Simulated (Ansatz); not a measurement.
## How InSe answers to pressure

```cif
data_structure
_symmetry_space_group_name_H-M 'C2/m'
_symmetry_Int_Tables_number 12
_cell_length_a 11.7358
_cell_length_b 4.1100
_cell_length_c 4.6100
_cell_angle_alpha 90.000
_cell_angle_beta 110.301
_cell_angle_gamma 90.000
_cell_volume 208.55
loop_
_atom_site_label
_atom_site_type_symbol
_atom_site_symmetry_multiplicity
_atom_site_Wyckoff_symbol
_atom_site_fract_x
_atom_site_fract_y
_atom_site_fract_z
_atom_site_occupancy
In1 In 4 i 0.38400 0.50000 0.00500 1
Se1 Se 4 i 0.16000 0.50000 0.64200 1
```

The runs use the primitive cell with vectors (5.868, -2.055, 0.000), (5.868, 2.055, 0.000), (-1.599, 0.000, 4.324) Å, to which the k mesh refers.

The geometry is COD entry 1540841, unchecked; take it as a test cell.

No spin–orbit coupling, which matters for the heavy atoms here.

Computed with Ansatz 0.2.0, DFT, PBE, all-electron LAPW, scalar-relativistic.

The runs use a Γ-centred 7×7×6 k mesh, Fermi–Dirac smearing of 0.02 eV, basis error target 0.5 meV/atom, no spin polarisation.

The cell is scaled evenly with fractional coordinates held. Semilocal gaps are too small, but their slopes carry over better.

```csv
V/V(cell),P (GPa),gap on the k mesh (eV)
0.9400,7.51,1.095
0.9600,5.82,1.045
0.9800,4.30,0.997
0.9900,3.60,0.973
1.0000,2.94,0.950
1.0100,2.31,0.927
1.0200,1.72,0.904
1.0400,0.63,0.860
```

(1) From the rows at 0.9900 and 1.0100, what is the bulk modulus at the cell's volume?

(2) What are the gap's volume deformation potential and pressure coefficient?

(3) Predict the row at V/V(cell) = 1.0600. How far is a linear estimate of P off?

Answers

(1) B = −ΔP/Δln V = −[(2.31) − (3.60)]/0.02000 = 64.5 GPa. This is the modulus at 2.94 GPa, not at zero pressure.

(2) dEg/dln V = (0.927 − 0.973)/0.02000 = -2.30 eV, and dEg/dP = −(dEg/dln V)/B = 36 meV/GPa: pressure widens the gap.

(3) P = -0.34 GPa, gap 0.818 eV. The linear estimate P(cell) − B ln(V/V(cell)) = -0.82 GPa misses by 0.48 GPa, since the modulus falls on expansion.
